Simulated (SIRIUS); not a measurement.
Here is a SIRIUS 7.10.0 calculation.

The input run.py:

```python
import json, subprocess
import numpy as np
from ase import Atoms
from ase.io import read
from ase.calculators.calculator import Calculator, all_changes
from ase.units import Bohr, Hartree, GPa
from ase.calculators.mixing import SumCalculator
from dftd3.ase import DFTD3
from ase.optimize import BFGS
from ase.filters import FrechetCellFilter

class Sirius(Calculator):
    """Writes sirius.json, runs sirius.scf and reads out.json."""
    implemented_properties = ["energy", "free_energy", "forces", "stress", "magmom"]

    def __init__(self, config, files):
        super().__init__()
        self.config, self.files, self.calls = config, files, 0

    def calculate(self, atoms=None, properties=["energy"], system_changes=all_changes):
        super().calculate(atoms, properties, system_changes)
        symbols = atoms.get_chemical_symbols()
        types = list(dict.fromkeys(symbols))
        order = [i for t in types for i, s in enumerate(symbols) if s == t]
        frac = atoms.get_scaled_positions(wrap=False)
        m = atoms.get_initial_magnetic_moments()
        m = m if m.ndim == 2 else np.c_[0 * m, 0 * m, m]
        spin = self.config["parameters"]["num_mag_dims"] > 0
        rows = {t: [list(frac[i]) + (list(m[i]) if spin else []) for i in order if symbols[i] == t] for t in types}
        cell = {"lattice_vectors": (atoms.cell[:] / Bohr).tolist(), "atom_types": types, "atom_files": self.files, "atoms": rows}
        json.dump({**self.config, "unit_cell": cell}, open("sirius.json", "w"), indent=1)
        self.calls += 1
        with open(f"sirius_{self.calls:03d}.out", "w") as log:
            subprocess.run(["sirius.scf", "--input=sirius.json", "--output=out.json"], stdout=log, stderr=subprocess.STDOUT, check=True)
        gs = json.load(open("out.json"))["ground_state"]
        if not gs["converged"]:
            raise RuntimeError("SCF did not converge")
        self.results = {"energy": gs["energy"]["free"] * Hartree, "free_energy": gs["energy"]["free"] * Hartree}
        if "forces" in gs:
            f = np.zeros((len(atoms), 3))
            f[order] = np.array(gs["forces"]) * Hartree / Bohr
            self.results["forces"] = f
        if "stress" in gs:
            s = np.array(gs["stress"]) * Hartree / Bohr**3
            self.results["stress"] = s.flat[[0, 4, 8, 5, 2, 1]]
        if spin:
            self.results["magmom"] = gs["magnetisation"]["total"][2]

atoms = read("Pd.xyz")

config = {
    "control": {
        "processing_unit": 'cpu',
        "verbosity": 1,
        "print_forces": True,
        "print_stress": True,
    },
    "parameters": {
        "electronic_structure_method": 'pseudopotential',
        "xc_functionals": ['XC_GGA_X_PBE_SOL', 'XC_GGA_C_PBE_SOL'],
        "gk_cutoff": 9.1,
        "pw_cutoff": 18.2,
        "ngridk": [8, 8, 8],
        "shiftk": [0, 0, 0],
        "smearing": 'fermi_dirac',
        "smearing_width": 0.0018374661,
        "num_bands": 16,
        "num_mag_dims": 0,
        "num_dft_iter": 100,
        "energy_tol": 1e-08,
        "density_tol": 1e-06,
    },
    "iterative_solver": {
        "type": 'davidson',
        "min_tolerance": 1e-09,
        "tolerance_scale": [0.1, 0.25],
    },
    "mixer": {
        "type": 'anderson',
        "beta": 0.7,
        "max_history": 8,
    },
    "settings": {
        "tol_ne": 1e-10,
        "pseudo_grid_cutoff": 6.5,
    },
}
dft = Sirius(config, {'Pd': 'Pd.json'})
atoms.calc = SumCalculator([dft, DFTD3(method="pbesol", damping="d3zero")])
results = {"symbols": atoms.get_chemical_symbols(), "cell": atoms.cell[:].tolist(), "frac": atoms.get_scaled_positions(wrap=False).tolist(), "steps": []}

def note():
    results["steps"].append({"energy": atoms.get_potential_energy(), "cell": atoms.cell[:].tolist(), "positions": atoms.positions.tolist(),
                             "forces": atoms.get_forces().tolist(), "stress": atoms.get_stress().tolist()})
    json.dump(results, open("results.json", "w"))

opt = BFGS(FrechetCellFilter(atoms, scalar_pressure=0.0 * GPa))
opt.attach(note)
results["converged"] = bool(opt.run(fmax=0.02, steps=30))
print("converged:", results["converged"])
print("cell parameters:", atoms.cell.cellpar().round(5))
print("volume per atom (A^3):", round(atoms.get_volume() / len(atoms), 4))
print(atoms.get_scaled_positions().round(6))
json.dump(results, open("results.json", "w"))
```

The input Pd.xyz:

```xyz
1
Lattice="0.0000000000 1.9465000000 1.9465000000 1.9465000000 0.0000000000 1.9465000000 1.9465000000 1.9465000000 0.0000000000" Properties=species:S:1:pos:R:3 pbc="T T T"
Pd     0.0000000000      0.0000000000      0.0000000000
```

Potentials or basis: PseudoDojo 0.4.1 PBE standard (scalar relativistic).

Run with:

```bash
$ upf_to_json Pd.upf
$ OMP_NUM_THREADS=1 python run.py
```

(1) Predict the band gap on the k mesh.

(2) Estimate the space group after relaxing (to 0.05 Å).

Answers

(1) none (metal or under the smearing width).

(2) Fm-3m (No. 225).

Caveat: this set's palladium file may shift the pressure by some GPa; the potentials were made for another functional, which shifts forces and pressure; pairwise dispersion overbinds metals, which lowers pressure and volume.
